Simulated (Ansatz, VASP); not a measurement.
One calculation of FeSi, two programs

```
Fe Si
1.0
     2.69017    0.00000    0.00000
     0.00000    2.69017    0.00000
     0.00000    0.00000    2.69017
Fe Si
1 1
Direct
  0.00000 0.00000 0.00000
  0.50000 0.50000 0.50000
```

Alike in both runs: task single point; functional r2SCAN; k mesh 16 × 16 × 16; occupations gaussian, width 0.05 eV; no spin polarisation.

|  | VASP | Ansatz |
| --- | --- | --- |
| version | VASP 6.6.1 | Ansatz 0.2.0 |
| potentials or method | VASP PAW PBE potentials, release 64 (Fe, Si) | scalar-relativistic, plane waves, PAW |
| plane-wave cutoff (eV) | 520 | 500 |
| valence electrons in the cell | 12 | 20 |

```csv
,VASP,Ansatz,Ansatz less VASP
gap on the k mesh at the Fermi level (eV),none,none,-
pressure (GPa),12.6,11.9,-0.69
```

A gap of «none» marks a metal or a gap that the smearing closes. The functional is the same, so the differences come from potentials, cutoffs and numerics. The two sets of potentials don't hold the same shells in valence.

Caveats: the PAW data sets were made with another functional, which shifts forces and pressure a little (VASP). Spin polarisation is off, so any magnetic state and its effect on volume and gap are missing.
